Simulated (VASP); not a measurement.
SrO (strained rocksalt): one PBE single-point calculation in two programs

```
Sr O
1.0
     0.00000    2.59279    2.57344
     2.59279    0.00000    2.57344
     2.59279    2.59279    0.00000
Sr O
1 1
Direct
  0.00000 0.00000 0.00000
  0.50000 0.50000 0.50000
```

Each program uses its own PAW datasets. VASP's cell holds 16 valence electrons and Ansatz's 16. Ansatz's stress includes a Pulay correction; VASP's doesn't.

Cutoffs: 520 eV in VASP, 420 eV in Ansatz. k meshes: 8×8×8 and 8×8×8.

|  | VASP | Ansatz |
| --- | --- | --- |
| gap between bands v and c | 3.24 eV | 3.29 eV |
| least direct gap | 3.36 eV | 3.40 eV |
| pressure | 1.7 GPa | 1.1 GPa |

Band v is the last that the valence electrons fill when counted band by band, and c is the next. Levels in eV from the top of v, Ansatz:

```csv
point,v−1,v,c,c+1
Γ,-0.03,0.00,3.86,6.18
X,-0.12,-0.09,3.31,7.69
K,-0.57,-0.46,4.75,7.81
L,-1.09,-1.09,6.49,8.26
W,-0.46,-0.42,5.95,5.97
```

VASP:

```tsv
point	v−1	v	c	c+1
Γ	-0.03	0.00	3.84	6.14
X	-0.13	-0.10	3.27	7.65
K	-0.59	-0.48	4.71	7.80
L	-1.12	-1.12	6.46	8.30
W	-0.48	-0.44	5.92	5.95
```
